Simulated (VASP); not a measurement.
Here is a VASP 6.6.1 calculation.

INCAR

```
SYSTEM = Te
  ALGO = Normal
  EDIFF = 1E-7
  EDIFFG = -0.01
  ENCUT = 600
  IBRION = 2
  ISIF = 3
  ISMEAR = -1
  LASPH = .TRUE.
  LCHARG = .FALSE.
  LMIXTAU = .TRUE.
  LREAL = .FALSE.
  LWAVE = .FALSE.
  METAGGA = R2SCAN
  NELM = 80
  NSW = 40
  PREC = Accurate
  SIGMA = 0.05
```

Contents of KPOINTS:

```
k-points
0
G
  9 9 9
  0 0 0
```

The input POSCAR:

```
Te
1.0
    2.3059043427      1.3313144930      1.6909537039
   -2.3059043427      1.3313144930      1.6909537039
    0.0000000000     -2.6626289860      1.6909537039
Te
1
Direct
    0.5000000000      0.5000000000      0.5000000000
```

Potentials or basis: VASP PAW PBE potentials, release 64 (Te).

The run is started by

```sh
$ cat potpaw_PBE.64/Te/POTCAR > POTCAR
$ mpirun -np 1 vasp_std > vasp.out
```

Q: Estimate the relaxed cell.

A: a = 3.192 Å, b = 3.192 Å, c = 3.192 Å, α = 91.94°, β = 91.94°, γ = 91.94°.

Q: Estimate the space group after relaxing (to 0.05 Å).

A: R-3m (No. 166).

Q: Predict the relaxed volume.

A: 32.47 Å³/atom.

Q: Predict the band gap on the k mesh.

A: None (metal or under the smearing width).

Final structure:
```
Te
1.0
     2.29494    1.32499    1.77962
    -2.29494    1.32499    1.77962
     0.00000   -2.64997    1.77962
Te
1
Direct
  0.50000 0.50000 0.50000
```

Caveat: the PAW data sets were made with another functional, which shifts forces and pressure a little. Spin-orbit coupling is left out, which matters for the levels of Te.
